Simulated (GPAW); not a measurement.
# Calculated records

```json
{"subject": "How the form of the self-energy moves the gap of BaS (Fm-3m)", "lattice_ang": [[-0.0, 3.1938, 3.1937], [3.1937, -0.0, 3.1937], [3.1937, 3.1938, -0.0]], "atoms": [["Ba", 0.0, 0.0, 0.0], ["S", 0.5, 0.5, 0.5]], "method": "DFT, PBE, plane waves, PAW (and 1 further level or step)", "program": "GPAW 26.7.0", "settings_of_one_run": "cutoff 450 eV, GPAW PAW setups 1.2.1 data release, 4×4×4 k-mesh, nbands 281", "cost": "4 runs, 12 min in all on 4 MPI ranks of Intel Xeon Platinum 8375C at 2.90GHz (Ice Lake), shared host (the runs of this entry)", "notes": "The cell and positions come from the Crystallography Open Database and are kept as given unless a step says otherwise. Limits: no spin-orbit coupling. Bands and cutoff are finite, so the gap is not at the basis limit. The miss can reach some tenths of an eV and take either sign; the mesh is an error of its own.", "results": {"g0w0_godby_needs_plasmon_pole": "3.452 eV", "g0w0_full_frequency_hilbert_transform": "3.470 eV", "g0w0_multipole": "3.453 eV", "known_limits": "not at the basis limit; no spin-orbit coupling"}}
```

[Paths, hosts, dates, memory and timing lines, banners, echoed tables and standing remarks are left out of the program output.]

[Logs are printed without paths, hosts, clocks, repeated set-up lines and the standing remarks that a program may print on its own settings, such as how far it seeks lower states.]

[Runs of the session that timed out or met a known fault of the program may be left out.]

[Hosts, paths, dates, database ids (printed as entryN), source tags and the programs' standing remarks are cut or masked in the printed files.]
